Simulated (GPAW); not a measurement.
A run of GPAW 26.7.0:

Contents of run.py:

```python
from ase.calculators.mixing import SumCalculator
from ase.filters import FrechetCellFilter
from ase.io import read, write
from ase.optimize import BFGS
from ase.units import GPa
from dftd3.ase import DFTD3
from gpaw import GPAW, PW

atoms = read('POSCAR')

calc = GPAW(mode=PW(600),
            xc='revPBE',
            kpts={'size': (12, 12, 12), 'gamma': True},
            occupations={'name': 'fermi-dirac', 'width': 0.05},
            nbands=17,
            convergence={'density': 1e-05, 'forces': 0.0001},
            maxiter=150,
            txt='gpaw.txt')
atoms.calc = SumCalculator([calc, DFTD3(method='revpbe', damping='d3bj')])
opt = BFGS(FrechetCellFilter(atoms, scalar_pressure=10 * GPa), trajectory='relax.traj', logfile='-')
done = opt.run(fmax=0.01, steps=60)
calc.write('gs.gpw')
write('result.traj', atoms)
print('Converged:', done)
print('Cell:', atoms.cell.cellpar().round(4))
print('Volume:', round(atoms.get_volume(), 4))
print(atoms.get_scaled_positions().round(5))
```

File POSCAR:

```
Pd
1.0
    0.0000000000      1.9465000000      1.9465000000
    1.9465000000      0.0000000000      1.9465000000
    1.9465000000      1.9465000000      0.0000000000
Pd
1
Direct
    0.0000000000      0.0000000000      0.0000000000
```

Potentials or basis: the program's PAW data sets (release 1.2.1) made for this functional, pw.

Launch:

```sh
$ OMP_NUM_THREADS=1 python run.py
```

Hardware: 1 thread of Arm Neoverse V1 (shared host).

Question: How long does it take, and how much memory?

Answer: It took 37 s on 1 thread of Arm Neoverse V1, with other jobs on the host, peak memory 0.19 GiB. Counts: scf iterations 35, plane waves 531, bands 17, k points 72, ion steps 4.
